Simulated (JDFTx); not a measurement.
Runs of JDFTx 1.7.0 (patched build) on SiS (silylene, thioxo-). The cell holds a molecule in a box, 2 atoms: a = 9.000 Å, b = 9.000 Å, c = 11.000 Å, α = 90.00°, β = 90.00°, γ = 90.00°. 

```csv
task,level,potentials or basis,cutoff (eV),SCF threshold on the energy,further solve for the empty bands,liquid model,variant of the liquid model,solvent,largest force (eV/Å)
single point,LDA,PseudoDojo-SR-LDA-0.4.1-standard with smoothed tails,735,1e-07 Ha,no,-,-,-,0.06
solvation,LDA,PseudoDojo-SR-LDA-0.4.1-standard with smoothed tails,735,1e-06 Ha,no,LinearPCM,GLSSA13,H2O,0.48
solvation,PW91,PseudoDojo-SR-PBE-0.5-standard with smoothed tails,707,1e-06 Ha,no,LinearPCM,SCCS_g03,H2O,1.07
solvation,LDA,PseudoDojo-SR-LDA-0.4.1-standard with smoothed tails,735,1e-06 Ha,no,LinearPCM,GLSSA13,ethanol,(a)
solvation,LDA,PseudoDojo-SR-LDA-0.4.1-standard with smoothed tails,735,1e-06 Ha,no,LinearPCM,GLSSA13,CH2Cl2,0.48
single point,PW91,PseudoDojo-SR-PBE-0.5-standard with smoothed tails,707,1e-07 Ha,yes,-,-,-,0.63
solvation,PW91,PseudoDojo-SR-PBE-0.5-standard with smoothed tails,707,1e-06 Ha,no,LinearPCM,GLSSA13,H2O,(b)
solvation,LDA,PseudoDojo-SR-LDA-0.4.1-standard with smoothed tails,735,1e-06 Ha,no,LinearPCM,GLSSA13,Glyme,0.19
```

Alike in all rows: no spin polarisation; cell as given; k mesh 1 × 1 × 1; smearing fixed.

Question: Fill in the values left out.

Answer: (a) 0.97; (b) 1.05.

Caveats: forces in the liquid are good to some per cent (some runs); the liquid is a continuum model, checked here against plausible ranges alone (some runs); forces may be off by hundredths of an eV/Å (some runs); the cores' own exchange energy is taken off the total, which shifts forces and pressure where cores overlap (some runs); the potentials were made for another functional, which shifts forces and pressure (some runs).

Not every run made on this cell is shown here.
